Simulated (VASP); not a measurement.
Runs of VASP 6.6.1 on Pt. The cell holds a slab with vacuum, 16 atoms: a = 5.544 Å, b = 5.544 Å, c = 23.290 Å, α = 90.00°, β = 90.00°, γ = 60.00°. The cell was built by a generator and needn't be a form met in nature.

| task | level | potentials or basis | cell | atoms held fixed (from 0) | gap on the mesh (eV) | largest force (eV/Å) |
| --- | --- | --- | --- | --- | --- | --- |
| single point | RPBE+D3(BJ) | VASP PAW PBE potentials, release 64 (Pt) | P3m1, 38.74 Å³/atom | - | none | (b) |
| single point | RPBE | VASP PAW PBE potentials, release 64 (Pt) | P3m1, 38.74 Å³/atom | - | none | 0.62 |
| single point | LDA | VASP PAW LDA potentials, release 64 (Pt) | P3m1, 38.74 Å³/atom | - | none | 0.40 |
| single point | PBEsol | VASP PAW PBE potentials, release 64 (Pt) | P3m1, 38.74 Å³/atom | - | none | 0.22 |
| single point | rev-vdW-DF2 | VASP PAW PBE potentials, release 64 (Pt) | P3m1, 38.74 Å³/atom | - | none | 0.30 |
| relaxation of the atoms | PBE+D3(BJ) | VASP PAW PBE potentials, release 64 (Pt) | atoms relaxed | [0, 1, 2, 3, 4, 5, 6, 7] | none | - |
| single point | optB86b-vdW | VASP PAW PBE potentials, release 64 (Pt) | P3m1, 38.74 Å³/atom | - | none | 0.29 |
| single point | PBE | VASP PAW PBE potentials, release 64 (Pt) | P3m1, 38.74 Å³/atom | - | none | (a) |

Alike in all rows: no spin polarisation; k mesh 6 × 6 × 1; cutoff (eV) 400; smearing methfessel-paxton 0.1 eV.

**Question.** Estimate the missing entries.

**Answer.** (a) 0.44; (b) 1.41.

Caveats: the PAW data sets were made with another functional, which shifts forces and pressure a little (some runs).

A k mesh can miss the band edges, and the runs leave out spin-orbit coupling on Pt.

A gap of «none» marks a metal or a gap under the smearing width.
